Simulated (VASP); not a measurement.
Crystal: Ni.

```
Ni
1.0
     2.44802    0.00000    0.00000
    -1.22401    2.12005    0.00000
     0.00000    0.00000    4.07281
Ni
2
Direct
  0.66667 0.33333 0.75000
  0.33333 0.66667 0.25000
```

This isn't the form of Ni at room conditions, which is fcc.

```yaml
Program: VASP 6.6.1
Task: relaxation of cell and atoms
Functional: LDA
Potentials_or_basis: VASP PAW LDA potentials, release 64 (Ni)
Cutoff: 600 eV
k_mesh: 10 × 10 × 6
Occupations: fermi-dirac, width 0.05 eV
Spin: collinear spin, ferromagnetic start
Starting_moments: "[1.0, 1.0] μB"
```

At the start: pressure -10.8 GPa; volume 10.57 Å³/atom.

**Question.** Where does the relaxation end?

**Answer.** Over 10 steps the energy falls by 19.1 meV/atom and the volume is 10.07 Å³/atom (-4.8 %); space group P6_3/mmc (No. 194, to 0.05 Å); moment 1.29 μB per cell.

The path:
```tsv
step	energy change (eV)	largest force (eV/Å)	pressure (GPa)	volume (Å³)
1	0.0000	0.0000	-10.77	21.14
2	0.0137	0.0000	16.03	19.04
3	-0.0370	0.0000	0.08	20.13
4	-0.0370	0.0000	0.32	20.11
5	-0.0382	0.0000	0.16	20.12
6	-0.0382	0.0000	0.13	20.12
7	-0.0383	0.0000	0.15	20.12
8	-0.0383	0.0000	0.17	20.12
9	-0.0382	0.0000	-0.21	20.15
10	-0.0383	0.0000	0.00	20.13
```

Final structure:
```xyz
2
Lattice="2.4214 0.0000 0.0000 -1.2107 2.0970 0.0000 0.0000 0.0000 3.9646" Properties=species:S:1:pos:R:3 pbc="T T T"
Ni    1.2107    0.6990    2.9734
Ni    0.0000    1.3980    0.9911
```
